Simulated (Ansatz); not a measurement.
Relaxing Ca₂Se

Theory: Ansatz, DFT PBE, scalar-relativistic, plane waves, PAW. Run with 420 eV cutoff, 10×10×10 k-mesh, Gaussian smearing of 0.10 eV, no spin polarisation.

What was changed in Cu2Se: Cu → Ca on all its sites, cell and atoms relaxed.

Input:

```yaml
crystal:
  lattice:
    - [0.0, 3.7200145831, 3.7200145831]
    - [3.7200145831, 0.0, 3.7200145831]
    - [3.7200145831, 3.7200145831, 0.0]
  atoms:
    - { symbol: Ca, position: [0.75, 0.75, 0.75] }
    - { symbol: Ca, position: [0.5, 0.5, 0.5] }
    - { symbol: Se, position: [0.0, 0.0, 0.0] }
basis:
  ecutwfc: 420
kpoints:
  mp_grid: { grid: [10, 10, 10] }
hamiltonian:
  xc: pbe
scf:
  occupations: { method: gaussian, width: 0.1 }
output:
  forces: true
  stress: true
  eigenvalues: true
relax:
  adjacent_minimum: "off"
  f_tol: 0.01
  max_steps: 60
  cell: { stress_tol: 0.1 }
```

F is the free energy. Steps run on the plane waves of an earlier cell, but the last one, and at times one on the way, on a freshly chosen basis, so a repeated geometry can differ a little in energy.

Steps:

```
step F − F(1) (eV) largest force component (eV/Å) V (Å³/atom) P (GPa)
   1         0.0000                           0.000       34.320     0.34
   2        -0.0016                           0.000       34.659     0.17
   3        -0.0021                           0.000       34.994     0.00
   4        -0.0021                           0.000       34.994     0.00
```

Relaxed structure:

```xyz
3
Lattice="0.0000 3.7442 3.7442 3.7442 0.0000 3.7442 3.7442 3.7442 0.0000" Properties=species:S:1:pos:R:3 pbc="T T T"
Ca    5.6163    5.6163    5.6163
Ca    3.7442    3.7442    3.7442
Se    0.0000    0.0000    0.0000
```

The structure is cubic, space group F-43m (No. 216). The conventional cell has a = 7.488 Å, b = 7.488 Å, c = 7.488 Å, α = 90.00°, β = 90.00°, γ = 90.00°. Ca (site symmetry -43m) is surrounded by 4 Se at 3.24 Å and 4 Ca at 3.24 Å. Around Ca (site symmetry -43m) lie 4 Ca at 3.24 Å. Se (site symmetry -43m) is surrounded by 4 Ca at 3.24 Å.

The run converged. The run took roughly 12 core-seconds.